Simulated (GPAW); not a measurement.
## free-standing square Cr monolayer, spacing 2.56 A: which magnetic order is lowest

A self-consistent run ends on one state, which hangs on the start. Several orders of free-standing square Cr monolayer, spacing 2.56 A are started in GPAW and their energies compared.

Program: GPAW 26.7.0. Level of theory: PBE; plane waves with GPAW's PAW setups, scalar-relativistic. Results are calculated unless marked as measured.

### 1. The starting structure

The cell holds 1 atom: 1 Cr. Its edges and angles: a = 2.560 Å, b = 2.560 Å, c = 14.000 Å, α = 90.0°, β = 90.0°, γ = 90.0°. model lattice. Vacuum lies along c.

### 2. Order 1, typed as ferro +

The parallel start comes first: it fits the smallest cell, keeps the most symmetry and shows whether parallel moments form.

File order1.py:

```python
import json
import numpy as np
from ase import Atoms
from ase.parallel import paropen, parprint
from gpaw import GPAW

atoms = Atoms(['Cr'],
    cell=[[2.56, 0.0, 0.0],
         [0.0, 2.56, 0.0],
         [0.0, 0.0, 14.0]],
    scaled_positions=[[0.0, 0.0, 0.5]],
    pbc=True,
    magmoms=[2.5])
atoms.calc = GPAW(mode={'name': 'pw', 'ecut': 550},
    xc='PBE',
    kpts={'size': (10, 10, 1), 'gamma': True},
    occupations={'name': 'fermi-dirac', 'width': 0.05},
    convergence={'density': 1e-05, 'energy': 1e-05},
    maxiter=200,
    symmetry={'tolerance': 1e-4},
    txt='order1.txt')
e = atoms.get_potential_energy(force_consistent=True)
res = {'free_energy': e, 'energy_sigma0': atoms.get_potential_energy(), 'fermi_energy': atoms.calc.get_fermi_level()}
res['moments'] = atoms.get_magnetic_moments().tolist()
res['total'] = atoms.get_magnetic_moment()
parprint('site moments (muB):', np.round(res['moments'], 3))
parprint(f"total moment: {res['total']:.3f} muB")
parprint(f'free energy: {e:.6f} eV')
atoms.calc.write('order1.gpw')
with paropen('results.json', 'w') as f:
    json.dump(res, f)
```

Launch:

```console
OMP_NUM_THREADS=1 python3 order1.py > order1.log
```

Log:

```text
site moments (muB): [3.193]
total moment: 3.939 muB
free energy: -6.666496 eV

--- order1.txt ---
Input parameters:
  mode=PW(ecut=550),
  convergence={'density': 1e-05, 'energy': 1e-05},
  kpts=MonkhorstPack(size=(10, 10, 1), gamma=True),
  maxiter=200,
  occupations=Occupations(name='fermi-dirac', width=0.05),
  symmetry=Symmetry(tolerance=0.0001),
  xc=XC(name='PBE')

Diagonalizing LCAO Hamiltonian
Converting LCAO to pw mode
   .-----.
  /|     |
 * |     |
 | |     |
 | |     |
 | |     |
 | |     |
 | |     |
 | |     |
 | |     |
 Cr|     |
 | |     |
 | |     |
 | |     |
 | |     |
 | |     |
 | |     |
 | .-----.
 |/     /
 *-----*

Atoms  # Å, Bohr magnetons
|   | symbol |        x |        y |        z |    initial magnetic moments |
|---|--------|----------|----------|----------|-----------------------------|
| 0 |     Cr | 0.000000 | 0.000000 | 7.000000 | ( 0.0000,  0.0000,  2.5000) |

Unit cell  # Å
| periodic |        x |        y |         z |   lengths |    angles |
|----------|----------|----------|-----------|-----------|-----------|
|      yes | 2.560000 | 0.000000 |  0.000000 |  2.560000 | 90.000000 |
|      yes | 0.000000 | 2.560000 |  0.000000 |  2.560000 | 90.000000 |
|      yes | 0.000000 | 0.000000 | 14.000000 | 14.000000 | 90.000000 |

Number of symmetries: 16

BZ-sampling:
  Number of BZ points: 100
  Number of IBZ points: 21

  Monkhorst-Pack size: [10, 10, 1]
  Monkhorst-Pack shift: [0.05, 0.05, 0.0]

K-points  # in reciprocal-cell coordinates
|     |                                coordinates |     weight |
|-----|--------------------------------------------|------------|
|   0 | (  0.00000000,   0.00000000,   0.00000000) | 0.01000000 |
|   1 | (  0.10000000,   0.00000000,   0.00000000) | 0.04000000 |
|   2 | (  0.10000000,   0.10000000,   0.00000000) | 0.04000000 |
|   3 | (  0.20000000,   0.00000000,   0.00000000) | 0.04000000 |
|   4 | (  0.20000000,   0.10000000,   0.00000000) | 0.08000000 |
|   5 | (  0.20000000,   0.20000000,   0.00000000) | 0.04000000 |
|   6 | (  0.30000000,   0.00000000,   0.00000000) | 0.04000000 |
|   7 | (  0.30000000,   0.10000000,   0.00000000) | 0.08000000 |
|   8 | (  0.30000000,   0.20000000,   0.00000000) | 0.08000000 |
|   9 | (  0.30000000,   0.30000000,   0.00000000) | 0.04000000 |
| ... |                                            |            |
|  20 | (  0.50000000,   0.50000000,   0.00000000) | 0.01000000 |

Plane wave coefficients: 2718
Cutoff: 550.0 eV

Spin-components: 2 (collinear spins)
Bands:           9
Projectors:      6
Spin-degeneracy: 1
Datatype:        complex128

Parallelization:
  kpt:    1
  domain: 1
  band:   1

Density:
  Valence electrons: 6.0
  Components: 2
  Grid points: [14 14 80]
  Charge: 0.0  # |e|

Potential:
  Grid points: [14 14 80]

species:
  Cr:
    name:    Chromium
    Z:       24.0
    valence: 6
    core:    18
    charge:  0.0  # [|e|]
    compensation charges:
      type: gauss
      rc: 0.35  # [Å]
      lmax: 2
    cutoffs:
      filter: 2.14  # [Å]
      core: 3.04  # [Å]
    projectors
    | kind |    occ | energy [eV] | rcut [Å] |
    |------|--------|-------------|----------|
    |   4s |  1.000 |      -4.007 |    1.164 |
    |   4p |  0.000 |      -0.989 |    1.217 |
    |   3d |  5.000 |      -2.913 |    1.111 |
    |    s |        |      23.205 |    1.164 |
    |    p |        |      26.223 |    1.217 |
    |    d |        |      24.299 |    1.111 |

    Using partial waves for Cr as LCAO basis

Reference energy: -28582.377450  # eV

eigensolver:
  PPCG
  Converge bands: occupied
  niter=2

density mixing:
  MSR1-Mixer
  Pratt-step length: 0.05
  Maximum mixing coefficient: 0.75
  Old densities: 10
  SVD Regularization: 0.005
  Good broyden scale: 1.0
  Trust region scale: 1.0
  Backstep threshold: 4.0
  History deletion threshold: 6.0
  Fourier metric: weight=20.0, sigma=0.015

occupation numbers:
  Fermi-Dirac:
    width: 0.0500  # eV

poisson solver:
  ecut: 4400.0  # eV

xc functional:
  name: PBE with 2 nearest neighbor stencil

convergence criteria:
- Maximum integral of absolute [dens]ity change: 1e-05 electrons / valence electron
- Maximum [total energy] change in last 3 cyles: 1e-05 eV / valence electron
- Maximum integral of absolute [eigenst]ate change: 4e-08 eV^2 / valence electron
maximum number of iterations: 200

SCF iterations
|iter     |      energy | eigst |  dens |  magmom |
|---------|-------------|-------|-------|---------|
|iter:   1|       0s |   -7.001449 | +0.19 |       |  +2.4961|
|iter:   2|       1s |   -6.795889 | -1.43 | -0.42 |  +2.5170|
|iter:   3|       1s |   -6.506153 | -0.61 | -0.47 |  +2.6822|
|iter:   4|       2s |   -6.518593 | -1.49 | -0.94 |  +2.7141|
|iter:   5|       3s |   -6.579197 | -1.68 | -1.01 |  +2.9620|
|iter:   6|       4s |   -6.613815 | -2.30 | -1.30 |  +3.2309|
|iter:   7|       5s |   -6.646170 | -1.87 | -1.26 |  +3.6523|
|iter:   8|       6s |   -6.653524 | -2.90 | -1.38 |  +3.6983|
|iter:   9|       7s |   -6.654736 | -2.90 | -1.72 |  +3.9014|
|iter:  10|       8s |   -6.656572 | -2.87 | -1.73 |  +3.7921|
|iter:  11|       9s |   -6.657257 | -3.15 | -1.96 |  +3.9564|
|iter:  12|       9s |   -6.657733 | -3.63 | -2.04 |  +3.9796|
|iter:  13|      10s |   -6.657909 | -4.14 | -2.22 |  +3.9467|
|iter:  14|      11s |   -6.657905 | -5.31 | -3.22 |  +3.9405|
|iter:  15|      12s |   -6.657898c| -5.84 | -3.65 |  +3.9371|
|iter:  16|      13s |   -6.657903c| -6.37 | -3.52 |  +3.9383|
|iter:  17|      14s |   -6.657904c| -7.00 | -4.23 |  +3.9388|
|iter:  18|      14s |   -6.657904c| -7.47c| -5.04c|  +3.9389|

Converged in 18 steps
Energy contributions relative to reference atoms: (reference = -28582.377450)

Energy contributions:
  Kinetic:          -0.639069
  Coulomb:          -1.267195
  Zero:              0.051699
  External:          0.000000
  Xc:               -4.794747
  Entropy:          -0.017184
  Spinorbit:         0.000000
  ----------------------------
  Free energy:      -6.666496
  Extrapolated:     -6.657904

dipole moment: (-6.134046, -6.134046, 0.000076)  # |e|*Ang

Total magnetic moment: (0.000000, 0.000000, 3.938894)

Local magnetic moments
|        x |        y |        z |
|----------|----------|----------|
| 0.000000 | 0.000000 | 3.192965 |  # Cr   0

Fermi level: -1.839
Eigenvalues  # (at kpt = [0.000, 0.000, 0.000])
| band index |      eig [eV] | occ [0-1] |      eig [eV] | occ [0-1] |
|------------|---------------|-----------|---------------|-----------|
|          0 |        -7.140 |     1.000 |        -5.785 |     1.000 |
|          1 |        -5.002 |     1.000 |        -2.095 |     0.994 |
|          2 |        -3.822 |     1.000 |        -1.004 |     0.000 |
|          3 |        -2.248 |     1.000 |        -0.884 |     0.000 |
|          4 |        -1.956 |     0.912 |         1.559 |     0.000 |
|          5 |        -1.956 |     0.912 |         1.559 |     0.000 |
|          6 |        -0.975 |     0.000 |         1.574 |     0.000 |
|          7 |         1.568 |     0.000 |         2.048 |     0.000 |
|          8 |         2.518 |     0.000 |         3.061 |     0.000 |

No gap
No difference between direct/indirect transitions
```

Run time: 19 s. Hardware: 1 MPI rank of Intel Xeon Platinum 8488C (Sapphire Rapids), shared host; peak memory 0.19 GiB.

This step gave:

```yaml
magnetization: 3.939 μB
final_state: ferromagnetic
largest_moment: 3.193 μB
```

After 18 cycles the largest moment stands at 3.19 μB.

### 3. Order 2, typed as antiferro q=(0,1/2,0) +-

An opposed order shows whether the pairs that it reverses prefer unlike signs.

This order needs a doubled cell of 2 atoms. Its mesh is chosen so that both cells sample the same points.

order2.py is the script of step 2 with these lines changed:

```diff
@@ -6,12 +6,13 @@
 
-atoms = Atoms(['Cr'],
+atoms = Atoms(['Cr', 'Cr'],
     cell=[[2.56, 0.0, 0.0],
-         [0.0, 2.56, 0.0],
+         [0.0, 5.12, 0.0],
          [0.0, 0.0, 14.0]],
-    scaled_positions=[[0.0, 0.0, 0.5]],
+    scaled_positions=[[0.0, 0.0, 0.5],
+         [0.0, 0.5, 0.5]],
     pbc=True,
-    magmoms=[2.5])
+    magmoms=[2.5, -2.5])
 atoms.calc = GPAW(mode={'name': 'pw', 'ecut': 550},
     xc='PBE',
-    kpts={'size': (10, 10, 1), 'gamma': True},
+    kpts={'size': (10, 5, 1), 'gamma': True},
     occupations={'name': 'fermi-dirac', 'width': 0.05},
@@ -20,3 +21,3 @@
     symmetry={'tolerance': 1e-4},
-    txt='order1.txt')
+    txt='order2.txt')
 e = atoms.get_potential_energy(force_consistent=True)
@@ -28,3 +29,3 @@
 parprint(f'free energy: {e:.6f} eV')
-atoms.calc.write('order1.gpw')
+atoms.calc.write('order2.gpw')
 with paropen('results.json', 'w') as f:
```

Launch:

```console
OMP_NUM_THREADS=1 python3 order2.py > order2.log
```

Log:

```text
site moments (muB): [ 3.409 -3.409]
total moment: 0.000 muB
free energy: -14.324235 eV

--- order2.txt ---
Input parameters:
  mode=PW(ecut=550),
  convergence={'density': 1e-05, 'energy': 1e-05},
  kpts=MonkhorstPack(size=(10, 5, 1), gamma=True),
  maxiter=200,
  occupations=Occupations(name='fermi-dirac', width=0.05),
  symmetry=Symmetry(tolerance=0.0001),
  xc=XC(name='PBE')

Diagonalizing LCAO Hamiltonian
Converting LCAO to pw mode
    .-----.
   /|     |
  / |     |
 *  |     |
 |  |     |
 |  |     |
 |  |     |
 |  |     |
 |  |     |
 |  |     |
 | Cr     |
 Cr |     |
 |  |     |
 |  |     |
 |  |     |
 |  |     |
 |  |     |
 |  .-----.
 | /     /
 |/     /
 *-----*

Atoms  # Å, Bohr magnetons
|   | symbol |        x |        y |        z |    initial magnetic moments |
|---|--------|----------|----------|----------|-----------------------------|
| 0 |     Cr | 0.000000 | 0.000000 | 7.000000 | ( 0.0000,  0.0000,  2.5000) |
| 1 |     Cr | 0.000000 | 2.560000 | 7.000000 | ( 0.0000,  0.0000, -2.5000) |

Unit cell  # Å
| periodic |        x |        y |         z |   lengths |    angles |
|----------|----------|----------|-----------|-----------|-----------|
|      yes | 2.560000 | 0.000000 |  0.000000 |  2.560000 | 90.000000 |
|      yes | 0.000000 | 5.120000 |  0.000000 |  5.120000 | 90.000000 |
|      yes | 0.000000 | 0.000000 | 14.000000 | 14.000000 | 90.000000 |

Number of symmetries: 8

BZ-sampling:
  Number of BZ points: 50
  Number of IBZ points: 18

  Monkhorst-Pack size: [10, 5, 1]
  Monkhorst-Pack shift: [0.05, 0.0, 0.0]

Plane wave coefficients: 5434
Cutoff: 550.0 eV

Spin-components: 2 (collinear spins)
Bands:           12
Projectors:      12
Spin-degeneracy: 1
Datatype:        complex128

Parallelization:
  kpt:    1
  domain: 1
  band:   1

Density:
  Valence electrons: 12.0
  Components: 2
  Grid points: [14 28 80]
  Charge: 0.0  # |e|

Potential:
  Grid points: [14 28 80]

[... setups left out ...]
Reference energy: -57164.754899  # eV

eigensolver:
  PPCG
  Converge bands: occupied
  niter=2

density mixing:
  MSR1-Mixer
  Pratt-step length: 0.05
  Maximum mixing coefficient: 0.75
  Old densities: 10
  SVD Regularization: 0.005
  Good broyden scale: 1.0
  Trust region scale: 1.0
  Backstep threshold: 4.0
  History deletion threshold: 6.0
  Fourier metric: weight=20.0, sigma=0.015

occupation numbers:
  Fermi-Dirac:
    width: 0.0500  # eV

poisson solver:
  ecut: 4400.0  # eV

xc functional:
  name: PBE with 2 nearest neighbor stencil

convergence criteria:
- Maximum integral of absolute [dens]ity change: 1e-05 electrons / valence electron
- Maximum [total energy] change in last 3 cyles: 1e-05 eV / valence electron
- Maximum integral of absolute [eigenst]ate change: 4e-08 eV^2 / valence electron
maximum number of iterations: 200

SCF iterations
|iter     |      energy | eigst |  dens |  magmom |
|---------|-------------|-------|-------|---------|
|iter:   1|       0s |  -14.639371 | +0.23 |       |  +0.0000|
|iter:   2|       2s |  -14.277686 | -1.18 | -0.43 |  +0.0000|
|iter:   3|       4s |  -13.903934 | -0.35 | -0.48 |  -0.0000|
|iter:   4|       5s |  -14.192610 | -1.61 | -0.84 |  -0.0000|
|iter:   5|       7s |  -14.287811 | -1.21 | -0.95 |  -0.0000|
|iter:   6|       9s |  -14.294420 | -2.30 | -1.43 |  +0.0000|
|iter:   7|      11s |  -14.303128 | -2.61 | -1.69 |  -0.0000|
|iter:   8|      13s |  -14.307319 | -2.97 | -2.02 |  +0.0000|
|iter:   9|      15s |  -14.310401 | -3.01 | -2.29 |  -0.0000|
|iter:  10|      17s |  -14.310603 | -3.83 | -2.75 |  +0.0006|
|iter:  11|      19s |  -14.310504 | -4.36 | -2.39 |  -0.0000|
|iter:  12|      21s |  -14.310694 | -4.58 | -3.02 |  +0.0001|
|iter:  13|      22s |  -14.310764 | -5.03 | -2.98 |  -0.0000|
|iter:  14|      24s |  -14.310810c| -5.45 | -3.63 |  -0.0000|
|iter:  15|      26s |  -14.310798c| -6.05 | -4.09 |  +0.0000|
|iter:  16|      28s |  -14.310805c| -6.30 | -4.27 |  +0.0000|
|iter:  17|      30s |  -14.310807c| -6.73 | -4.89 |  +0.0000|
|iter:  18|      32s |  -14.310806c| -7.16 | -5.15c|  +0.0000|
|iter:  19|      33s |  -14.310806c| -7.49c| -5.24c|  +0.0000|

Converged in 19 steps
Energy contributions relative to reference atoms: (reference = -57164.754899)

Energy contributions:
  Kinetic:          -3.039718
  Coulomb:          -1.131013
  Zero:              0.105591
  External:          0.000000
  Xc:              -10.232238
  Entropy:          -0.026857
  Spinorbit:         0.000000
  ----------------------------
  Free energy:     -14.324235
  Extrapolated:    -14.310806

dipole moment: (-12.256806, -12.256779, 0.000152)  # |e|*Ang

Total magnetic moment: (0.000000, 0.000000, 0.000002)

Local magnetic moments
|        x |        y |         z |
|----------|----------|-----------|
| 0.000000 | 0.000000 |  3.408907 |  # Cr   0
| 0.000000 | 0.000000 | -3.408906 |  # Cr   1

Fermi level: -1.957
Eigenvalues  # (at kpt = [0.000, 0.000, 0.000])
| band index |      eig [eV] | occ [0-1] |      eig [eV] | occ [0-1] |
|------------|---------------|-----------|---------------|-----------|
|          0 |        -6.709 |     1.000 |        -6.709 |     1.000 |
|          1 |        -4.875 |     1.000 |        -4.875 |     1.000 |
|          2 |        -3.724 |     1.000 |        -3.724 |     1.000 |
|          3 |        -3.508 |     1.000 |        -3.508 |     1.000 |
|          4 |        -2.083 |     0.926 |        -2.083 |     0.926 |
|          5 |        -2.015 |     0.764 |        -2.015 |     0.764 |
|          6 |        -1.999 |     0.700 |        -1.999 |     0.700 |
|          7 |        -0.905 |     0.000 |        -0.905 |     0.000 |
|          8 |        -0.158 |     0.000 |        -0.158 |     0.000 |
|          9 |         0.406 |     0.000 |         0.406 |     0.000 |
|         10 |         1.237 |     0.000 |         1.237 |     0.000 |
|         11 |         1.612 |     0.000 |         1.612 |     0.000 |

No gap
No difference between direct/indirect transitions
```

Wall time 38 s (1 MPI rank); peak memory 0.26 GiB.

This step gave:

```
magnetization  : 0 μB
final state    : antiferromagnetic
largest moment : 3.409 μB
```

It lies 496 meV a seeded atom under the first start, and its largest moment is 3.41 μB against 3.19 μB.

(Continued in part 2 of 2.)

[Logs and program files are shortened in this print: banners, set-up blocks, solver, clock and traceback lines can be left out without a mark of their own.]

[Logs are printed without paths, hosts, clocks, repeated set-up lines and the standing remarks that a program may print on its own settings, such as how far it seeks lower states.]

[Hosts, paths, dates, database ids (printed as entryN), source tags and the programs' standing remarks are cut or masked in the printed files.]

[Where a cell is said to come from a database of computed structures, the database is the Materials Project.]
